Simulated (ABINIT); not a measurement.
Sb:

```
CELL_PARAMETERS angstrom
-1.57654 1.57654 2.71194
1.57654 -1.57654 2.71194
1.57654 1.57654 -2.71194
ATOMIC_POSITIONS crystal
Sb 0.00000 0.00000 0.00000
```

This isn't the form of Sb at room conditions, which is rhombohedral.

```yaml
Program: ABINIT 10.8.3 (patched build)
Task: relaxation of cell and atoms
Functional: PBE
Dispersion: D3(BJ)
Potentials_or_basis: JTH PAW PBE v2.0
Cutoff: 435 eV
k_mesh: 12 × 12 × 12
Occupations: fermi-dirac, width 0.05 eV
Spin: no spin polarisation
```

At the start: pressure -1.3 GPa; volume 26.96 Å³/atom.

Problem. Where does the relaxation end?

Solution. Over 9 steps the energy falls by 6.4 meV/atom and the volume is 26.28 Å³/atom (-2.5 %); space group I4/mmm (No. 139, to 0.05 Å).

Step by step:
| step | energy change (eV) | largest force (eV/Å) | pressure (GPa) | volume (Å³) |
| --- | --- | --- | --- | --- |
| 1 | 0.0000 | 0.0000 | -1.29 | 26.96 |
| 2 | -0.0008 | 0.0000 | -1.06 | 26.86 |
| 3 | -0.0028 | 0.0000 | 0.16 | 26.33 |
| 4 | -0.0029 | 0.0000 | 0.16 | 26.33 |
| 5 | 0.0147 | 0.0000 | 0.60 | 26.72 |
| 6 | -0.0058 | 0.0000 | 0.34 | 26.18 |
| 7 | -0.0064 | 0.0000 | 0.15 | 26.22 |
| 8 | -0.0064 | 0.0000 | -0.08 | 26.32 |
| 9 | -0.0064 | 0.0000 | 0.00 | 26.28 |

Final structure:
```yaml
crystal:
  lattice:
    - [-1.58936, 1.58936, 2.60120]
    - [1.58936, -1.58936, 2.60120]
    - [1.58936, 1.58936, -2.60120]
  atoms:
    - { symbol: Sb, position: [0.00000, 0.00000, 0.00000] }
```

Caveat: pairwise dispersion overbinds metals, which lowers pressure and volume.
